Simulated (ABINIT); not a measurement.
Crystal: WC (Qusongite).

```
CELL_PARAMETERS angstrom
2.90650 0.00000 0.00000
-1.45325 2.51710 0.00000
0.00000 0.00000 2.83660
ATOMIC_POSITIONS crystal
W 0.00000 0.00000 0.00000
C 0.66667 0.33333 0.50000
```

Base run:

| Item | Value |
| --- | --- |
| Program | ABINIT 10.8.3 (patched build) |
| Functional | LDA |
| Potentials or basis | JTH PAW PBE v2.0 |
| Cutoff | 626 eV |
| k mesh | 10 × 10 × 9 |
| Occupations | fermi-dirac, width 0.05 eV |
| Spin | no spin polarisation |

Its results: band gap on the k mesh none (metal or under the smearing width); pressure -8.9 GPa.

Question: The run is repeated on the same cell with these changes: functional from LDA to PBEsol. What comes out?

Answer: Band gap on the k mesh none (metal or under the smearing width); pressure -2.7 GPa.

PBEsol binds less tightly than LDA, so the same cell stands under more pressure.

Caveats: the PAW data sets were made with another functional, which shifts forces and pressure a little; spin-orbit coupling is left out, which moves the levels of the heavy elements.
